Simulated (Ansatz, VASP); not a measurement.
# One calculation of CdF2, two programs

```
Cd F
1.0
     0.00000    2.75607    2.67525
     2.75607    0.00000    2.67525
     2.75607    2.75607    0.00000
Cd F
1 2
Direct
  0.98425 0.98425 0.01575
  0.25787 0.25787 0.24213
  0.75787 0.75787 0.74213
```

Alike in both runs: task single point; functional PBEsol; k mesh 8 × 8 × 8; occupations gaussian, width 0.02 eV; no spin polarisation.

|  | VASP | Ansatz |
| --- | --- | --- |
| version | VASP 6.6.1 | Ansatz 0.2.0 |
| potentials or method | VASP PAW PBE potentials, release 64 (Cd, F) | scalar-relativistic, plane waves, PAW |
| plane-wave cutoff (eV) | 520 | 420 |
| valence electrons in the cell | 26 | 34 |

|  | VASP | Ansatz | Ansatz less VASP |
| --- | --- | --- | --- |
| gap on the k mesh at the Fermi level (eV) | 2.77 | 2.80 | +0.031 |
| least direct gap on the mesh (eV) | 3.30 | 3.33 | +0.030 |
| pressure (GPa) | -2.7 | -3.3 | -0.66 |
| largest component of the traceless stress (GPa) | 1.76 | 1.85 | +0.086 |
| rms of the force components (eV/Å) | 0.208 | 0.184 | -0.0239 |

Atom by atom the forces differ by 0.024 eV/Å (rms over components). The two sets of potentials don't hold the same shells in valence.

Caveats: the PAW data sets were made with another functional, which shifts forces and pressure a little (VASP). A k mesh can miss the band edges.
